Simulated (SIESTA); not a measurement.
Runs of SIESTA 5.4.2 on NiO. Symmetry: Fm-3m, No. 225, cubic system. Conventional cell: a = 4.172 Å, b = 4.172 Å, c = 4.172 Å, α = 90.00°, β = 90.00°, γ = 90.00°. Around Ni (site symmetry m-3m) lie 6 O at 2.09 Å. O (site symmetry m-3m) is surrounded by 6 Ni at 2.09 Å. 

```tsv
task	level	potentials or basis	cell	gap on the mesh (eV)	pressure (GPa)	moment (μB)
band structure	PBEsol	PseudoDojo 0.4 standard (PBEsol files), DZ (energy shift 0.003 Ry; two zetas on semicore shells)	as given	none	-10.6	1.50
band structure	PBEsol	PseudoDojo 0.4 standard (PBEsol files), SZ (energy shift 0.003 Ry)	as given	none	-3.9	(a)
single point	PBEsol	PseudoDojo 0.4 standard (PBEsol files), DZP (energy shift 0.003 Ry; two zetas on semicore shells)	atoms moved at random, drawn with an rms of 0.05 Å	none	-6.0	1.47
band structure	PBEsol	PseudoDojo 0.4 standard (PBEsol files), SZP (energy shift 0.003 Ry)	as given	none	(b)	1.30
band structure	PBEsol	PseudoDojo 0.4 standard (PBEsol files), DZP (energy shift 0.003 Ry; two zetas on semicore shells)	as given	none	-6.7	1.43
single point	PBEsol	PseudoDojo 0.4 standard (PBEsol files), DZP (energy shift 0.003 Ry; two zetas on semicore shells)	as given	none	-6.7	1.43
band structure	PBE	PseudoDojo 0.4 standard (PBE files), DZP (energy shift 0.003 Ry; two zetas on semicore shells)	as given	none	6.4	1.76
band structure	PBEsol	PseudoDojo 0.4 standard (PBEsol files), TZP (energy shift 0.003 Ry; two zetas on semicore shells)	as given	none	(c)	1.44
```

Alike in all rows: spin collinear, ferromagnetic start; k mesh 11 × 11 × 11; smearing fermi-dirac 0.05 eV; grid cutoff 800 Ry; energy shift 0.003 Ry.

Q: Estimate the missing entries.

A: (a) 0.30; (b) -0.1; (c) -7.7.

Caveats: short orbitals over semicore shells can move pressures by several GPa; the basis of atomic orbitals isn't converged, which shifts pressures, moduli and gaps; semilocal functionals often make such compounds metallic where correlation or magnetic order opens a gap, which also shifts bond lengths; a cell with one magnetic atom can't hold antiferromagnetic order, which such compounds often take (some runs); the basis has no polarisation orbitals (some runs).

A gap of «none» marks a metal or a gap under the smearing width.
